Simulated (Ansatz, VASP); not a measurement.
## Two plane-wave programs on ZnH

Contents of INCAR:

```
SYSTEM = ZnH
  PREC = Accurate
  ENCUT = 520
  EDIFF = 1E-6
  ISMEAR = -1
  SIGMA = 0.05
  LREAL = .FALSE.
  LASPH = .TRUE.
  NELM = 100
  ALGO = Normal
  ISIF = 2
  LWAVE = .FALSE.
  LCHARG = .FALSE.
  GGA = B5
  ALDAX = 1.0
  AGGAX = 1.0
  AGGAC = 1.0
  ALDAC = 0.0
  NBANDS = 14
```

KPOINTS

```
regular mesh
0
G
  10 10 10
  0 0 0
```

The input POSCAR:

```
ZnH
1.0
    0.0000000000      2.2159400000      2.2159400000
    2.2159400000      0.0000000000      2.2159400000
    2.2159400000      2.2159400000      0.0000000000
Zn H
1 1
Direct
    0.0000000000      0.0000000000      0.0000000000
    0.2500000000      0.2500000000      0.2500000000
```

KPOINTS_OPT

```
path GXWKGLUWLK,UX
20
line-mode
reciprocal
 0.0000000000  0.0000000000  0.0000000000  G
 0.5000000000  0.0000000000  0.5000000000  X

 0.5000000000  0.0000000000  0.5000000000  X
 0.5000000000  0.2500000000  0.7500000000  W

 0.5000000000  0.2500000000  0.7500000000  W
 0.3750000000  0.3750000000  0.7500000000  K

 0.3750000000  0.3750000000  0.7500000000  K
 0.0000000000  0.0000000000  0.0000000000  G

 0.0000000000  0.0000000000  0.0000000000  G
 0.5000000000  0.5000000000  0.5000000000  L

 0.5000000000  0.5000000000  0.5000000000  L
 0.6250000000  0.2500000000  0.6250000000  U

 0.6250000000  0.2500000000  0.6250000000  U
 0.5000000000  0.2500000000  0.7500000000  W

 0.5000000000  0.2500000000  0.7500000000  W
 0.5000000000  0.5000000000  0.5000000000  L

 0.5000000000  0.5000000000  0.5000000000  L
 0.3750000000  0.3750000000  0.7500000000  K

 0.6250000000  0.2500000000  0.6250000000  U
 0.5000000000  0.0000000000  0.5000000000  X
```

Contents of input.yaml:

```yaml
crystal:
  lattice:
    - [0.0, 2.21594, 2.21594]
    - [2.21594, 0.0, 2.21594]
    - [2.21594, 2.21594, 0.0]
  atoms:
    - { symbol: Zn, position: [0.0, 0.0, 0.0] }
    - { symbol: H, position: [0.25, 0.25, 0.25] }
hamiltonian:
  xc: blyp
  pseudopotentials: { kind: paw }
kpoints:
  mp_grid: { grid: [10, 10, 10] }
  band_path:
    path:
      - [[0.0, 0.0, 0.0], [0.5, 0.0, 0.5], [0.5, 0.25, 0.75], [0.375, 0.375, 0.75], [0.0, 0.0, 0.0], [0.5, 0.5, 0.5], [0.625, 0.25, 0.625], [0.5, 0.25, 0.75], [0.5, 0.5, 0.5], [0.375, 0.375, 0.75]]
      - [[0.625, 0.25, 0.625], [0.5, 0.0, 0.5]]
    npoints: 14
scf:
  occupations: { method: fermi_dirac, width: 0.05 }
  n_extra_bands: 6
output:
  forces: true
  stress: true
  eigenvalues: true
  fatbands: false
```

The cell was built by a generator and needn't be a form met in nature.

Alike in both runs: task band structure; functional BLYP; k mesh 10 × 10 × 10; occupations fermi-dirac, width 0.05 eV; no spin polarisation.

|  | VASP | Ansatz |
| --- | --- | --- |
| version | VASP 6.6.1 | Ansatz 0.2.0 |
| potentials or method | VASP PAW PBE potentials, release 64 (Zn, H) | Ansatz PAW |
| plane-wave cutoff (eV) | 520 | 420 |
| valence electrons in the cell | 13 | 13 |

```csv
,VASP,Ansatz,Ansatz less VASP
gap on the k mesh at the Fermi level (eV),none,none,-
pressure (GPa),5.3,5.2,-0.07
```

A gap of «none» marks a metal or a gap that the smearing closes. With one functional, cell and mesh, what is left measures potentials, basis and numerics.

Caveats: the PAW data sets were made with another functional, which shifts forces and pressure a little (VASP); the PAW data sets come from PBE, with cores solved anew for the run's functional, which leaves a small shift of forces and pressure (Ansatz).
